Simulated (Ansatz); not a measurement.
# GaAs: what the numbers say

**The experiment.** The Crystallography Open Database holds a cell as deposited of cubic GaAs (space group F-43m), temperature not stated (1963): a = 5.654 Å, 22.59 Å³/atom.

“Evidence of valence band perturbations in GaAsN/GaAs(001): A combined variable-angle spectroscopic ellipsometry and modulated photoreflectance investigation”, 2008, arxiv:0805.2212 reports, for a bulk crystal of GaAs at 300 K: band gap 1.418 ± 0.005 eV (direct).

Method: PBE, scalar-relativistic; no spin polarisation; PAW, 420 eV, Γ-centred 10×10×10 mesh, 0.05 eV Gaussian smearing; code Ansatz. The datasets are Ansatz's generated set soft_2.

The chain of runs began from a cell as deposited in COD, expanded in volume.

The relaxed structure (symmetry read at 0.01 Å). It takes space group F-43m (No. 216, cubic). The conventional cell has a = 5.745 Å, b = 5.745 Å, c = 5.745 Å, α = 90.00°, β = 90.00°, γ = 90.00°. Ga (site symmetry -43m) is surrounded by 4 As at 2.49 Å. As (site symmetry -43m) has 4 Ga at 2.49 Å as nearest neighbours. (Neighbours are counted to 15 % beyond the shortest distance.)

Results at this level of theory:

| Item | Value |
| --- | --- |
| Volume | 23.70 Å³/atom |
| Band gap | 0.16 eV |
| Smallest direct gap | 0.16 eV |
| Bader charges | Ga 0.67; As -0.67 e |
| Formation energy from the elements (0 K, uncorrected) | -0.35 eV/atom |
| Bulk modulus (Birch–Murnaghan) | 60 GPa |

Task: Should it be a metal or an insulator?

Result: Formal charges Ga³⁺, As³⁻ balance and leave closed shells on every ion, so a band insulator is expected, and the gap is 0.16 eV.

Task: How ionic is it?

Result: Bader charges against formal ones: Ga +0.67 (+3), As −0.67 (−3). The cations give up 22 % of the formal charge; Bader charges stay under formal ones because the anions' density reaches into the cations' basins, the more so the higher the formal charge and the softer the anion.

Task: How stiff is it, in energy terms?

Result: B0·V0 = 60.3 GPa × 23.70 Å³ = 8.91 eV/atom sets the scale: near the minimum ΔE ≈ ½ B0 V0 x², with x = V/V0 − 1, and a pressure of 0.6 GPa squeezes the volume by about 1 %. At the ends of the curve: x = −4.0 % predicts 7.1 meV/atom and the run gives 7.8; x = +4.0 % predicts 7.1 meV/atom and the run gives 6.5. Compression costs more and expansion less than the parabola says, since the crystal stiffens as it shrinks; B0′ measures that.

**Against experiment.** PBE gives 5.745 Å and 23.70 Å³/atom, +4.9 % in volume (+1.6 % in length) from the database's cell. PBE usually overestimates volumes by a few per cent. The static lattice also lacks zero-point motion and thermal expansion, roughly 0.9 to 2.2 % in volume at 300 K (room temperature assumed) by Grüneisen's rule, γ·3k_BT/(B0·V0) with γ of 1 to 2.5, so its own overestimate is larger than the figure. Measured gap of GaAs: 1.418 eV (direct; 300 K; “Evidence of valence band perturbations in GaAsN/GaAs(001): A combined variable-angle spectroscopic ellipsometry and modulated photoreflectance investigation”, 2008, arxiv:0805.2212). This calculation gives 0.16 eV (-1.26 eV). So large a miss can be the level of theory's own, or it may mean another phase, state or a wrong row. 3 values of this kind are on record (1.412 to 1.51 eV); this one was drawn at random among those near their median, those with a stated uncertainty first. Kohn–Sham gaps of semilocal functionals mostly fall below measured ones. Temperature and excitons aren't in the calculation.
